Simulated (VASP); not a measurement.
BP:

```
CELL_PARAMETERS angstrom
0.00000 2.26832 2.26832
2.31096 0.00000 2.26832
2.31096 2.26832 0.00000
ATOMIC_POSITIONS crystal
B 0.00000 0.00000 0.00000
P 0.25000 0.25000 0.25000
```

The cell was built by a generator and needn't be a form met in nature.

The cell isn't the ideal one: uniaxial_x strain +1.9%.

Program: VASP 6.6.1. Alike in all runs: task single point; potentials or basis VASP PAW PBE potentials, release 64 (B, P); no spin polarisation; cell uniaxial_x strain +1.9%; cutoff (eV) 520.

Problem. Order these runs on this cell by their band gap on the k mesh, lowest first.
A. level HSE06; k mesh 6 × 6 × 6; smearing gaussian 0.01 eV; exchange at q = 0 truncated; grid for exact exchange (PRECFOCK) Normal; screening parameter 0.2079 1/A
B. level PBE; k mesh 10 × 10 × 10; smearing fermi-dirac 0.02 eV
C. level r2SCAN; k mesh 10 × 10 × 10; smearing gaussian 0.01 eV

Solution. B (1.12 eV), C (1.32 eV), A (1.96 eV).

A k mesh can miss the band edges.

Not every run made on this cell is shown here.
